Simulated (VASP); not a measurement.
Set up this calculation in VASP 6.6.1, as the native input.

```yaml
Task: relaxation of cell and atoms
Functional: LDA
Potentials_or_basis: VASP PAW LDA potentials, release 64 (Cu)
Cutoff: 600 eV
k_mesh: 10 × 10 × 6
Occupations: fermi-dirac, width 0.05 eV
Spin: no spin polarisation
Ladder: gaps
Further_INCAR_settings: ALGO = Normal; EDIFF = 1e-06; IBRION = 2; EDIFFG = -0.02; NSW = 40; ISIF = 3
```

The structure of Cu lies in POSCAR:

```
Cu
1.0
    2.5340966698      0.0000000000      0.0000000000
   -1.2670483349      2.1945920917      0.0000000000
    0.0000000000      0.0000000000      4.1125710000
Cu
2
Direct
    0.6666666667      0.3333333333      0.7500000000
    0.3333333333      0.6666666667      0.2500000000
```

This isn't the form of Cu at room conditions, which is fcc.

These files were run (other wordings do the same):

INCAR

```
PREC = Accurate
ENCUT = 600
EDIFF = 1E-6
ISMEAR = -1
SIGMA = 0.05
LREAL = False
LASPH = True
NELM = 100
ALGO = Normal
ISIF = 3
LWAVE = False
LCHARG = False
IBRION = 2
NSW = 40
EDIFFG = -0.02
```

KPOINTS

```
regular mesh
0
Gamma
  10 10 6
```

Potentials or basis: VASP PAW LDA potentials, release 64 (Cu).

Launch:

```console
$ cat potpaw_LDA.64/Cu/POTCAR > POTCAR
$ mpirun -np 1 vasp_std > vasp.out
```

Results of the run:

The relaxed volume is 10.96 Å³/atom. The relaxed cell is a = 2.499 Å, b = 2.499 Å, c = 4.053 Å, α = 90.00°, β = 90.00°, γ = 120.00°, the space group after relaxing (to 0.05 Å) is P6_3/mmc (No. 194) and the energy gained by relaxing is 10.6 meV/atom. The ionic steps are 3 and the pressure after relaxing is 0.1 GPa. The band gap on the k mesh is none (metal or under the smearing width).

It took 23 s on 1 thread of Intel(R) Xeon(R) Platinum 8488C (Sapphire Rapids), with other jobs on the host, peak memory 0.14 GiB.
